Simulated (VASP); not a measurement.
# BaS (Fm-3m) in VASP: notebook

BaS is run at these levels: r2SCAN; tasks: single point.

Everything below comes from runs of VASP 6.6.1. Logs are shortened: lines on timing, memory, paths and dates and some standing lists are left out, and cuts for length are marked.

**Experimental background.**

From a printed reference work, monograph, original work of 1988, for a bulk crystal of BaS at 2 K: band gap 3.806 eV (indirect).

The runs below are set against these values where they give the same quantity.

## 1. The cell of the first run

The structure is cubic, space group Fm-3m (No. 225). Conventional cell: a = 6.430 Å, b = 6.430 Å, c = 6.430 Å, α = 90.00°, β = 90.00°, γ = 90.00°. Within 4.2 Å of Ba (site symmetry m-3m) lie 6 S at 3.21 Å. Within 4.2 Å of S (site symmetry m-3m) lie 6 Ba at 3.21 Å.

## 2. Single point, r2SCAN

The input, POSCAR:

```
BaS
1.0
    0.0000000000      3.2149012787      3.2149012787
    3.2149012787      0.0000000000      3.2149012787
    3.2149012787      3.2149012787      0.0000000000
Ba S
1 1
Direct
    0.0000000000      0.0000000000      0.0000000000
    0.5000000000      0.5000000000      0.5000000000
```

The input, INCAR.step1:

```
  PREC = Accurate
  ENCUT = 520
  ISMEAR = -1
  SIGMA = 0.05
  LREAL = False
  LASPH = True
  NELM = 100
  NBANDS = 15
  GGA = PE
  ALGO = Normal
  EDIFF = 1E-4
  LWAVE = True
  LCHARG = False
```

The input, INCAR.step2:

```
  PREC = Accurate
  ENCUT = 520
  EDIFF = 1E-6
  ISMEAR = -1
  SIGMA = 0.05
  LREAL = False
  LASPH = True
  NELM = 100
  ALGO = Normal
  ISIF = 2
  LWAVE = False
  LCHARG = False
  METAGGA = R2SCAN
  LMIXTAU = True
  NBANDS = 15
  ISTART = 1
```

The input, KPOINTS:

```
Automatic mesh
0
Gamma
  7 7 7
```

Potentials or basis: VASP PAW PBE potentials, release 64 (Ba_sv, S).

Command:

```console
cat potpaw_PBE.64/Ba_sv/POTCAR potpaw_PBE.64/S/POTCAR > POTCAR
cp INCAR.step1 INCAR
mpirun -np 1 vasp_std > vasp.out
cp INCAR.step2 INCAR
mpirun -np 1 vasp_std > vasp.out
```

OUTCAR:

```text
PREC = Accurate
   ENCUT = 520
   EDIFF = 1E-6
   ISMEAR = -1
   LREAL = False
   LASPH = True
   NELM = 100
   ISIF = 2
   METAGGA = R2SCAN
   ISTART = 1

 ion  position               nearest neighbor table
   1  0.000  0.000  0.000-   2 3.21   2 3.21   2 3.21   2 3.21   2 3.21   2 3.21
   2  0.500  0.500  0.500-   1 3.21   1 3.21   1 3.21   1 3.21   1 3.21   1 3.21

  LATTYP: Found a face centered cubic cell.
 ALAT       =     6.4298025574

  Lattice vectors:

 A1 = (   0.0000000000,   3.2149012787,   3.2149012787)
 A2 = (   3.2149012787,   0.0000000000,   3.2149012787)
 A3 = (   3.2149012787,   3.2149012787,   0.0000000000)

Analysis of symmetry for initial positions (statically):
=====================================================================
 Subroutine PRICEL returns:
 Original cell was already a primitive cell.

 Routine SETGRP: Setting up the symmetry group for a
 face centered cubic supercell.

 Subroutine GETGRP returns: Found 48 space group operations
 (whereof 48 operations were pure point group operations)
 out of a pool of 48 trial point group operations.

The static configuration has the point symmetry O_h .

Analysis of symmetry for dynamics (positions and initial velocities):
=====================================================================
 Subroutine PRICEL returns:
 Original cell was already a primitive cell.

 Routine SETGRP: Setting up the symmetry group for a
 face centered cubic supercell.

 Subroutine GETGRP returns: Found 48 space group operations
 (whereof 48 operations were pure point group operations)
 out of a pool of 48 trial point group operations.

The dynamic configuration has the point symmetry O_h .

 Subroutine INISYM returns: Found 48 space group operations
 (whereof 48 operations are pure point group operations),
 and found     1 'primitive' translations

----------------------------------------------------------------------------------------

                                     Primitive cell

  volume of cell :      66.4558

  direct lattice vectors                    reciprocal lattice vectors
     0.000000000  3.214901279  3.214901279    -0.155525771  0.155525771  0.155525771
     3.214901279  0.000000000  3.214901279     0.155525771 -0.155525771  0.155525771
     3.214901279  3.214901279  0.000000000     0.155525771  0.155525771 -0.155525771

  length of vectors
     4.546556990  4.546556990  4.546556990     0.269378537  0.269378537  0.269378537

  position of ions in fractional coordinates (direct lattice)
     0.000000000  0.000000000  0.000000000
     0.500000000  0.500000000  0.500000000

  ion indices of the primitive-cell ions
   primitive index   ion index
                 1           1
                 2           2

----------------------------------------------------------------------------------------

 KPOINTS: Automatic mesh

Automatic generation of k-mesh.
 Grid dimensions read from file:
 generate k-points for:    7    7    7

 Generating k-lattice:

  Cartesian coordinates                     Fractional coordinates (reciprocal lattice)
    -0.022217967  0.022217967  0.022217967     0.142857143  0.000000000  0.000000000
     0.022217967 -0.022217967  0.022217967     0.000000000  0.142857143  0.000000000
     0.022217967  0.022217967 -0.022217967     0.000000000  0.000000000  0.142857143

  Length of vectors
     0.038482648  0.038482648  0.038482648

  Shift w.r.t. Gamma in fractional coordinates (k-lattice)
     0.000000000  0.000000000  0.000000000

 Subroutine IBZKPT returns following result:
 ===========================================

 Found     20 irreducible k-points:

 Following reciprocal coordinates:
            Coordinates               Weight
  0.000000  0.000000  0.000000      1.000000
  0.142857  0.000000  0.000000      8.000000
  0.285714  0.000000  0.000000      8.000000
  0.428571  0.000000  0.000000      8.000000
  0.142857  0.142857  0.000000      6.000000
  0.285714  0.142857  0.000000     24.000000
[... 12 lines left out ...]
 -0.428571  0.428571  0.142857     24.000000
 -0.285714  0.428571  0.142857     24.000000
   k-points           NKPTS =     20   k-points in BZ     NKDIM =     20   number of bands    NBANDS=     15
   number of dos      NEDOS =    301   number of ions     NIONS =      2
   total plane-waves  NPLWV =  46656
   dimension x,y,z NGX =    36 NGY =   36 NGZ =   36
   dimension x,y,z NGXF=    72 NGYF=   72 NGZF=   72
   ions per type =               1   1
   NGX,Y,Z   is equivalent  to a cutoff of  13.16, 13.16, 13.16 a.u.
   NGXF,Y,Z  is equivalent  to a cutoff of  26.33, 26.33, 26.33 a.u.
 SYSTEM =  unknown system
   PREC   = accura    normal or accurate (medium, high low for compatibility)
   ISTART =      1    job   : 0-new  1-cont  2-samecut
   ICHARG =      0    charge: 1-file 2-atom 10-const
   ISPIN  =      1    spin polarized calculation?
   LNONCOLLINEAR =      F non collinear calculations
   LSORBIT =      F    spin-orbit coupling
   LASPH  =      T    aspherical Exc in radial PAW
   ENCUT  =  520.0 eV  38.22 Ry    6.18 a.u.   8.45  8.45  8.45*2*pi/ulx,y,z
   NELM   =    100;   NELMIN=  2; NELMDL=  0     # of ELM steps
   EDIFF  = 0.1E-05   stopping-criterion for ELM
   LREAL  =      F    real-space projection
[... 7 lines left out ...]
   TEBEG  =    0.0;   TEEND  =   0.0 temperature during run
   PSTRESS=    0.0 pullay stress
   NELECT =      16.0000    total number of electrons
   NUPDOWN=      -1.0000    fix difference up-down
   EMIN   =  10.00;   EMAX   =-10.00  energy-range for DOS
   EFERMI =   0.00;   METHOD = LEGACY
   ISMEAR =    -1;   SIGMA  =   0.05  broadening in eV -4-tet -1-fermi 0-gaus
   EFERMI_NEDOS =   21; number of points for ismear=-14 and -15
   IALGO  =     38    algorithm
   IMIX   =      4    mixing-type and parameters
     AMIX     =   0.40;   BMIX     =  1.00
     AMIX_MAG =   1.60;   BMIX_MAG =  1.00
  volume/ion in A,a.u.               =      33.23       224.23
  Fermi-wavevector in a.u.,A,eV,Ry     =   1.018444  1.924580 14.112348  1.037228
  Thomas-Fermi vector in A             =   2.151902
   LORBIT       =      0    0 simple, 1 ext, 2 COOP (PROOUT), +10 PAW based schemes
   METAGGA = R2SCAN    functional components
   LHFCALC =     F    Hartree Fock is set to
   AEXX    =    0.0000 exact exchange contribution
   IVDW    =     0    specifies the selected vdW correction
   LEPSILON=     F    determine dielectric tensor
   LRPA    =     F    only Hartree local field effects (RPA)
 non-spin polarized calculation
  energy-cutoff  :      520.00
  volume of cell :       66.46
 maximum number of plane-waves:      1814
 NGX is ok and might be reduce to    36
   NGX = 17   NGY = 17   NGZ = 17

 number of electron      16.0000002 magnetization

 Free energy of the ion-electron system (eV)
  ---------------------------------------------------
  ext. energy  EPLUGINS =         0.00000000
  ---------------------------------------------------
  free energy    TOTEN  =       -39.20601879 eV

  energy without entropy =      -39.20601879  energy(sigma->0) =      -39.20601879

 E-fermi :   2.2310     XC(G=0):  -8.9924

 val. band max:        1.1176439088   @ k =   0.0000   0.0000   0.0000
 cond. band min:       3.6741332245   @ k =   0.4286   0.4286   0.0000
 fundamental gap:      2.5564893157
 Fermi energy:         2.2310434314

 k-point     1 :       0.0000    0.0000    0.0000
  band No.  band energies     occupation
      1     -25.7584      2.00000
      2     -10.3939      2.00000
      3     -10.3939      2.00000
      4     -10.3939      2.00000
      5      -9.6494      2.00000
      6       1.1176      2.00000
      7       1.1176      2.00000
      8       1.1176      2.00000
      9       5.2364      0.00000
     10       5.4214      0.00000
     11       5.4214      0.00000
     12       5.4214      0.00000
     13       6.4391      0.00000
     14       6.4391      0.00000
     15      10.2749      0.00000

 k-point     2 :       0.1429    0.0000    0.0000
  band No.  band energies     occupation
      1     -25.7505      2.00000
      2     -10.7638      2.00000
      3     -10.4003      2.00000
      4     -10.4003      2.00000
      5      -9.2603      2.00000
      6       0.6395      2.00000
      7       0.8687      2.00000
      8       0.8687      2.00000
      9       5.4327      0.00000
     10       5.7279      0.00000
     11       5.7279      0.00000
     12       5.9591      0.00000
     13       7.0156      0.00000
     14       7.0156      0.00000
     15      11.0881      0.00000

 k-point     3 :       0.2857    0.0000    0.0000
  band No.  band energies     occupation
      1     -25.7325      2.00000
      2     -11.2291      2.00000
      3     -10.4145      2.00000
      4     -10.4145      2.00000
      5      -8.7492      2.00000
      6      -0.1681      2.00000
      7       0.4132      2.00000
      8       0.4132      2.00000
      9       5.7658      0.00000
     10       6.5717      0.00000
     11       6.5717      0.00000
     12       7.2898      0.00000
     13       8.4209      0.00000
     14       8.4209      0.00000
     15      12.1939      0.00000
[... 271 lines left out ...]
 k-point    19 :      -0.4286    0.4286    0.1429
  band No.  band energies     occupation
      1     -25.7053      2.00000
      2     -10.9828      2.00000
      3     -10.6482      2.00000
      4     -10.6165      2.00000
      5      -9.1309      2.00000
      6       0.2768      2.00000
      7       0.4965      2.00000
      8       0.7738      2.00000
      9       4.4963      0.00000
     10       7.4154      0.00000
     11       7.8175      0.00000
     12       8.7787      0.00000
     13       8.9148      0.00000
     14       9.8427      0.00000
     15      11.0442      0.00000

 k-point    20 :      -0.2857    0.4286    0.1429
  band No.  band energies     occupation
      1     -25.7040      2.00000
      2     -11.0288      2.00000
      3     -10.7311      2.00000
      4     -10.5950      2.00000
      5      -8.9730      2.00000
      6       0.0152      2.00000
      7       0.5371      2.00000
      8       0.5926      2.00000
      9       5.4499      0.00000
     10       6.3773      0.00000
     11       8.0713      0.00000
     12       8.7918      0.00000
     13       8.7956      0.00000
     14      10.9082      0.00000
     15      11.7959      0.00000

------------------------ aborting loop because EDIFF is reached ----------------------------------------

  FORCE on cell =-STRESS in cart. coord.  units (eV):
  Direction    XX          YY          ZZ          XY          YZ          ZX
  --------------------------------------------------------------------------------------
  -------------------------------------------------------------------------------------
  Total        0.1873647      0.1873647      0.1873647     -0.0000000     -0.0000000     -0.0000000
  in kB        4.5171604      4.5171604      4.5171604     -0.0000000     -0.0000000     -0.0000000
  external PRESSURE =       4.5171604 kB  Pullay stress =       0.0000000 kB

 VOLUME and BASIS-vectors are now :
 -----------------------------------------------------------------------------
  energy-cutoff  :      520.00
  volume of cell :       66.46
      direct lattice vectors                 reciprocal lattice vectors
     0.000000000  3.214901279  3.214901279    -0.155525771  0.155525771  0.155525771
     3.214901279  0.000000000  3.214901279     0.155525771 -0.155525771  0.155525771
     3.214901279  3.214901279  0.000000000     0.155525771  0.155525771 -0.155525771

 POSITION                                       TOTAL-FORCE (eV/Angst)
 -----------------------------------------------------------------------------------
      0.00000      0.00000      0.00000        -0.000000     -0.000000      0.000000
      3.21490      3.21490      3.21490         0.000000      0.000000     -0.000000
 -----------------------------------------------------------------------------------
    total drift:                                0.000000      0.000000      0.000000

  FREE ENERGIE OF THE ION-ELECTRON SYSTEM (eV)
  ---------------------------------------------------
  free  energy   TOTEN  =       -39.2060187873 eV

  energy  without entropy=      -39.2060187873  energy(sigma->0) =      -39.20601879
```

It took 5 min on 1 thread of AMD EPYC 7R13, shared host; peak memory 0.19 GiB.

What came out:

```
Free energy            : -39.2060 eV
Pressure               : 0.5 GPa
Band gap on the k mesh : 2.56 eV, indirect (least direct gap 2.71 eV)
```

Caveat: the PAW data sets were made with another functional, which shifts forces and pressure a little; spin-orbit coupling is left out, which moves the levels of the heavy elements.

## 3. Single point, r2SCAN

This run uses another cell than the first one, of 33.88 Å³/atom, 1.020 times its volume.

The input, POSCAR:

```
BaS
1.0
    0.0000000000      3.2357778460      3.2357778460
    3.2357778460      0.0000000000      3.2357778460
    3.2357778460      3.2357778460      0.0000000000
Ba S
1 1
Direct
    0.0000000000      0.0000000000      0.0000000000
    0.5000000000      0.5000000000      0.5000000000
```

The input, INCAR.step1:

```
SYSTEM = BaS
  PREC = Accurate
  ENCUT = 520
  ISMEAR = -1
  SIGMA = 0.05
  LREAL = .FALSE.
  LASPH = .TRUE.
  NELM = 80
  NBANDS = 15
  GGA = PE
  ALGO = Normal
  EDIFF = 1E-4
  LWAVE = .TRUE.
  LCHARG = .FALSE.
```

The input, INCAR.step2:

```
SYSTEM = BaS
  PREC = Accurate
  ENCUT = 520
  EDIFF = 1E-6
  ISMEAR = -1
  SIGMA = 0.05
  LREAL = .FALSE.
  LASPH = .TRUE.
  NELM = 80
  ALGO = Normal
  ISIF = 2
  LWAVE = .FALSE.
  LCHARG = .FALSE.
  METAGGA = R2SCAN
  LMIXTAU = .TRUE.
  NBANDS = 15
  ISTART = 1
```

The input, KPOINTS:

```
regular mesh
0
G
  7 7 7
  0 0 0
```

Potentials or basis: VASP PAW PBE potentials, release 64 (Ba_sv, S).

Command:

```console
cat potpaw_PBE.64/Ba_sv/POTCAR potpaw_PBE.64/S/POTCAR > POTCAR
cp INCAR.step1 INCAR
mpirun -np 1 vasp_std > vasp.out
cp INCAR.step2 INCAR
mpirun -np 1 vasp_std > vasp.out
```

OUTCAR:

```text
SYSTEM = BaS
   PREC = Accurate
   ENCUT = 520
   EDIFF = 1E-6
   ISMEAR = -1
   LREAL = .FALSE.
   LASPH = .TRUE.
   NELM = 80
   ISIF = 2
   METAGGA = R2SCAN
   ISTART = 1

 ion  position               nearest neighbor table
   1  0.000  0.000  0.000-   2 3.24   2 3.24   2 3.24   2 3.24   2 3.24   2 3.24
   2  0.500  0.500  0.500-   1 3.24   1 3.24   1 3.24   1 3.24   1 3.24   1 3.24

  LATTYP: Found a face centered cubic cell.
 ALAT       =     6.4715556920

[... 540 lines left out ...]
     15      11.5652      0.00000

------------------------ aborting loop because EDIFF is reached ----------------------------------------

  FORCE on cell =-STRESS in cart. coord.  units (eV):
  Direction    XX          YY          ZZ          XY          YZ          ZX
  --------------------------------------------------------------------------------------
  -------------------------------------------------------------------------------------
  Total       -0.1721440     -0.1721440     -0.1721440      0.0000000      0.0000000      0.0000000
  in kB       -4.0703936     -4.0703936     -4.0703936      0.0000000      0.0000000      0.0000000
  external PRESSURE =      -4.0703936 kB  Pullay stress =       0.0000000 kB

 VOLUME and BASIS-vectors are now :
 -----------------------------------------------------------------------------
  energy-cutoff  :      520.00
  volume of cell :       67.76
      direct lattice vectors                 reciprocal lattice vectors
     0.000000000  3.235777846  3.235777846    -0.154522351  0.154522351  0.154522351
     3.235777846  0.000000000  3.235777846     0.154522351 -0.154522351  0.154522351
     3.235777846  3.235777846  0.000000000     0.154522351  0.154522351 -0.154522351

 POSITION                                       TOTAL-FORCE (eV/Angst)
 -----------------------------------------------------------------------------------
      0.00000      0.00000      0.00000        -0.000000      0.000000     -0.000000
      3.23578      3.23578      3.23578         0.000000     -0.000000      0.000000
 -----------------------------------------------------------------------------------
    total drift:                                0.000000      0.000000      0.000000

  FREE ENERGIE OF THE ION-ELECTRON SYSTEM (eV)
  ---------------------------------------------------
  free  energy   TOTEN  =       -39.2062715446 eV

  energy  without entropy=      -39.2062715446  energy(sigma->0) =      -39.20627154
```

OSZICAR.step1:

```text
N       E                     dE             d eps       ncg     rms          rms(c)
DAV:   1     0.814355559008E+02    0.81436E+02   -0.68928E+03   600   0.931E+02
DAV:   2    -0.569800346177E+01   -0.87134E+02   -0.78502E+02   826   0.162E+02
DAV:   3    -0.105874451541E+02   -0.48894E+01   -0.48582E+01   785   0.415E+01
DAV:   4    -0.106876373628E+02   -0.10019E+00   -0.10015E+00   797   0.601E+00
DAV:   5    -0.106895478214E+02   -0.19105E-02   -0.19104E-02   798   0.705E-01    0.459E+00
DAV:   6    -0.101742514731E+02    0.51530E+00   -0.70674E-01   691   0.503E+00    0.311E+00
DAV:   7    -0.101776936655E+02   -0.34422E-02   -0.18889E-01   755   0.241E+00    0.209E+00
DAV:   8    -0.101919508949E+02   -0.14257E-01   -0.24767E-02   670   0.112E+00    0.196E-01
DAV:   9    -0.101928221452E+02   -0.87125E-03   -0.33836E-03   775   0.427E-01    0.176E-01
DAV:  10    -0.101937185827E+02   -0.89644E-03   -0.10289E-03   642   0.208E-01    0.457E-02
DAV:  11    -0.101938344356E+02   -0.11585E-03   -0.14612E-04   718   0.723E-02    0.157E-02
DAV:  12    -0.101938381844E+02   -0.37487E-05   -0.74268E-06   363   0.187E-02
   1 F= -.10193838E+02 E0= -.10193838E+02  d E =-.188759E-10
```

Wall time 4.8 min (1 thread of AMD EPYC 7R13, shared host); peak memory 0.19 GiB.

What came out:

- Free energy: -39.2063 eV
- Pressure: -0.4 GPa
- Band gap on the k mesh: 2.58 eV, indirect (least direct gap 2.75 eV)

Levels at points of the mesh, in eV from the valence-band top:
| k point | band 4 | band 5 | band 6 | band 7 | band 8 | band 9 | band 10 | band 11 | band 12 | band 13 |
| --- | --- | --- | --- | --- | --- | --- | --- | --- | --- | --- |
| (0.00, 0.00, 0.00) | -11.58 | -10.74 | 0.00 | 0.00 | 0.00 | 4.02 | 4.30 | 4.30 | 4.30 | 5.30 |

Caveat: the PAW data sets were made with another functional, which shifts forces and pressure a little; spin-orbit coupling is left out, which moves the levels of the heavy elements.

## 4. Comparison with measurements

Step 2. A measured gap of BaS is 3.806 eV (indirect; 2 K; a printed reference work, monograph, original work of 1988); the calculated 2.56 eV misses it by -1.25 eV. Spin-orbit coupling on Ba is left out. The value is that of r2SCAN on a finite k mesh, which can miss the band edges, without temperature or zero-point motion.

Step 3. Measured gap of BaS: 3.806 eV (indirect; 2 K; a printed reference work, monograph, original work of 1988). This calculation gives 2.58 eV (-1.22 eV). Spin-orbit coupling on Ba is left out. The value is that of r2SCAN on a finite k mesh, which can miss the band edges, without temperature or zero-point motion.
